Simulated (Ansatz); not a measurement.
**Cu: stress in a strained cell**

Aim: deform Cu (z strained by -2 % at fixed volume) and compute stress, forces and field gradients with LAPW, PAW and all-electron datasets made for the crystal.

Method: DFT PBE, scalar-relativistic, in Ansatz 0.2.0.

### Step 1. The starting structure

The structure is cubic, space group Fm-3m (No. 225). The conventional cell has a = 3.615 Å, b = 3.615 Å, c = 3.615 Å, α = 90.00°, β = 90.00°, γ = 90.00°. Cu (site symmetry m-3m) is surrounded by 12 Cu at 2.56 Å.

Coordinates:

```
Cu
1.0
     0.00000    1.80750    1.80750
     1.80750    0.00000    1.80750
     1.80750    1.80750    0.00000
Cu
1
Direct
  0.00000 0.00000 0.00000
```

### Step 2. After the deformation

Space group Fm-3m before, I4/mmm after.

### Step 3. LAPW, all electrons

Input file input.yaml:

```yaml
crystal:
  lattice:
    - [0.0, 1.8258507244, 1.77135]
    - [1.8258507244, 0.0, 1.77135]
    - [1.8258507244, 1.8258507244, 0.0]
  atoms:
    - { symbol: Cu, position: [0.0, 0.0, 0.0] }
kpoints:
  mp_grid: { grid: [19, 19, 19] }
scf:
  occupations: { method: fermi_dirac, width: 0.08 }
hamiltonian:
  xc: pbe
  pseudopotentials: { kind: all_electron, lapw: { basis_error: 0.00025 } }
output:
  forces: true
  stress: true
  eigenvalues: true
```

### Step 4. Frozen-core PAW

Changes to input.yaml since step 3:

```diff
@@ -13,3 +13,3 @@
   xc: pbe
-  pseudopotentials: { kind: all_electron, lapw: { basis_error: 0.00025 } }
+  pseudopotentials: { kind: paw }
 output:
@@ -18 +18,2 @@
   eigenvalues: true
+  efg: { contact_densities: true }
```

### Step 5. All-electron PAW on datasets made for the crystal

Changes to input.yaml since step 4:

```diff
@@ -13,3 +13,3 @@
   xc: pbe
-  pseudopotentials: { kind: paw }
+  pseudopotentials: { kind: all_electron, datasets: crystal }
 output:
```

(Steps that only read results are left out.)

Before running it: what results should come out? Wanted: pressure; largest shear or deviatoric stress.

The runs gave:

```
                                 quantity                                           value
                                 pressure  LAPW 1.72, PAW 1.75, crystal datasets 1.73 GPa
largest shear or deviatoric stress (LAPW)                                        0.83 GPa
```

What this shows: The largest part of the stress beyond the pressure is 0.83 GPa in size, in the zz component. No run of the undeformed cell stands beside it, so the pressure holds what the given cell had before the change. PAW: stress within 0.03 GPa of LAPW. Crystal datasets: stress within 0.01 GPa of LAPW.
